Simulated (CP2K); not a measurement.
Ge in CP2K: the effect of functional

The system is Ge.

```
Ge
1.0
     2.71047    0.00000    0.00000
     0.00000    2.71047    0.00000
     0.00000    0.00000    2.71047
Ge
1
Direct
  0.00000 0.00000 0.00000
```

The cell was built by a generator and needn't be a form met in nature.

Alike in all runs:

```yaml
Program: CP2K 2026.2
Potentials_or_basis: POTENTIAL_UZH Ge GTH-PBE-q4; TZVP-MOLOPT-PBE-GTH basis
Density_cutoff: 9184 eV
k_mesh: 10 × 10 × 10
Occupations: fermi-dirac, width 0.05 eV
Spin: no spin polarisation
```

| functional | pressure (GPa) |
| --- | --- |
| PBE | 0.4 |
| LDA | -0.3 |
| PBEsol | -0.6 |
| rev-vdW-DF2 | 1.7 |
| WC | -0.3 |
| optB88-vdW | 3.1 |
| M06-L | ? |

**Question.** What does the run with functional M06-L give?

**Answer.** Pressure -5.5 GPa.

Caveats: the basis of atomic orbitals isn't converged, which shifts pressures, moduli and gaps; the potentials were made for another functional, which shifts forces and pressure (some runs).
